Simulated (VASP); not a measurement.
A run of VASP 6.6.1:

File INCAR:

```
PREC = Accurate
ENCUT = 520
EDIFF = 1E-6
ISMEAR = 0
SIGMA = 0.1
LREAL = False
LASPH = True
NELM = 100
ALGO = Fast
ISIF = 2
LWAVE = False
LCHARG = True
GGA = PE
LELF = True
LVHAR = True
NBANDS = 12
```

File KPOINTS:

```
regular mesh
0
Gamma
  18 18 18
```

The input POSCAR:

```
Ti
1.0
    0.0000000000      2.1265468000      2.1265468000
    2.1265468000      0.0000000000      2.1265468000
    2.1265468000      2.1265468000      0.0000000000
Ti
1
Direct
    0.0000000000      0.0000000000      0.0000000000
```

Potentials or basis: VASP PAW PBE potentials, release 64 (Ti_sv).

Command:

```console
$ cat potpaw_PBE.64/Ti_sv/POTCAR > POTCAR
$ mpirun -np 1 vasp_std > vasp.out
```

Hardware: 1 thread of Intel(R) Xeon(R) Platinum 8488C (Sapphire Rapids), on a shared host.

Problem. How long does it take, and how much memory?

Solution. Run time: 32 s on 1 thread of Intel(R) Xeon(R) Platinum 8488C (Sapphire Rapids), on a shared host, peak memory 0.17 GiB. Counts: scf iterations 19, k points 195.
